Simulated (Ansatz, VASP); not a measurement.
# Two plane-wave programs on NaI

POSCAR

```
NaI
1.0
    0.0000000000      3.2364000000      3.2364000000
    3.2364000000      0.0000000000      3.2364000000
    3.2364000000      3.2364000000      0.0000000000
I Na
1 1
Direct
    0.5000000000      0.5000000000      0.5000000000
    0.0000000000      0.0000000000      0.0000000000
```

INCAR.step1

```
SYSTEM = NaI
ALGO = Normal
EDIFF = 1E-5
ENCUT = 520
GGA = PE
ISIF = 2
ISMEAR = -1
LASPH = .True.
LCHARG = .False.
LREAL = .False.
LWAVE = .True.
NBANDS = 14
NELM = 60
PREC = Accurate
SIGMA = 0.05
```

The input INCAR.step2:

```
SYSTEM = NaI
AEXX = 0.25
ALGO = Normal
EDIFF = 1E-6
ENCUT = 520
GGA = PE
ISIF = 2
ISMEAR = -1
ISTART = 1
LASPH = .True.
LCHARG = .False.
LHFCALC = .True.
LREAL = .False.
LWAVE = .False.
NBANDS = 14
NELM = 60
PREC = Accurate
PRECFOCK = Normal
SIGMA = 0.05
```

File KPOINTS:

```
k-points
0
Gamma
  4 4 4
  0 0 0
```

Contents of KPOINTS_OPT:

```
path GXWKGLUWLK,UX
10
line-mode
reciprocal
 0.0000000000  0.0000000000  0.0000000000  G
 0.5000000000  0.0000000000  0.5000000000  X

 0.5000000000  0.0000000000  0.5000000000  X
 0.5000000000  0.2500000000  0.7500000000  W

 0.5000000000  0.2500000000  0.7500000000  W
 0.3750000000  0.3750000000  0.7500000000  K

 0.3750000000  0.3750000000  0.7500000000  K
 0.0000000000  0.0000000000  0.0000000000  G

 0.0000000000  0.0000000000  0.0000000000  G
 0.5000000000  0.5000000000  0.5000000000  L

 0.5000000000  0.5000000000  0.5000000000  L
 0.6250000000  0.2500000000  0.6250000000  U

 0.6250000000  0.2500000000  0.6250000000  U
 0.5000000000  0.2500000000  0.7500000000  W

 0.5000000000  0.2500000000  0.7500000000  W
 0.5000000000  0.5000000000  0.5000000000  L

 0.5000000000  0.5000000000  0.5000000000  L
 0.3750000000  0.3750000000  0.7500000000  K

 0.6250000000  0.2500000000  0.6250000000  U
 0.5000000000  0.0000000000  0.5000000000  X
```

Contents of input:

```
crystal:
  lattice:
    - [0.0, 3.2364, 3.2364]
    - [3.2364, 0.0, 3.2364]
    - [3.2364, 3.2364, 0.0]
  atoms:
    - { symbol: I, position: [0.5, 0.5, 0.5] }
    - { symbol: Na, position: [0.0, 0.0, 0.0] }
hamiltonian:
  xc: pbe0
  pseudopotentials: { kind: paw }
kpoints:
  mp_grid: { grid: [4, 4, 4] }
scf:
  occupations: { method: fermi_dirac, width: 0.05 }
output:
  forces: true
  stress: true
  eigenvalues: true
  write_density: true
  write_potential: true
  elf: true
  volumetric_format: npy
```

Alike in both runs: functional PBE0; k mesh 4 × 4 × 4; occupations fermi-dirac, width 0.05 eV; no spin polarisation.

|  | VASP | Ansatz |
| --- | --- | --- |
| version | VASP 6.6.1 | Ansatz 0.2.0 |
| potentials or method | VASP PAW PBE potentials, release 64 (I, Na_pv) | Ansatz PAW |
| plane-wave cutoff (eV) | 520 | 420 |
| valence electrons in the cell | 14 | 26 |
| task | band structure | single point |

Ansatz gave:

```
gap on the k mesh at the Fermi level (eV) : 5.35
least direct gap on the mesh (eV)         : 5.35
pressure (GPa)                            : 0.1
```

Problem. What did VASP give for the same quantities?

Solution. gap on the k mesh at the Fermi level (eV): 5.36; least direct gap on the mesh (eV): 5.36; pressure (GPa): 0.1.

With one functional, cell and mesh, what is left measures potentials, basis and numerics. The two sets of potentials don't hold the same shells in valence.

Caveats: the k mesh is coarse (spacing up to 0.42 Å⁻¹), so the values aren't converged, least of all with exact exchange; spin-orbit coupling is left out, which moves the levels of the heavy elements; an unscreened hybrid on a path of extra k points without a Coulomb cutoff has errors near the mesh points, so the bands along the path aren't reliable (VASP); the PAW data sets were made with another functional, which shifts forces and pressure a little (VASP); the PAW data sets come from PBE, with cores solved anew for the run's functional, which leaves a small shift of forces and pressure (Ansatz); the thresholds are loose for stress (Ansatz).
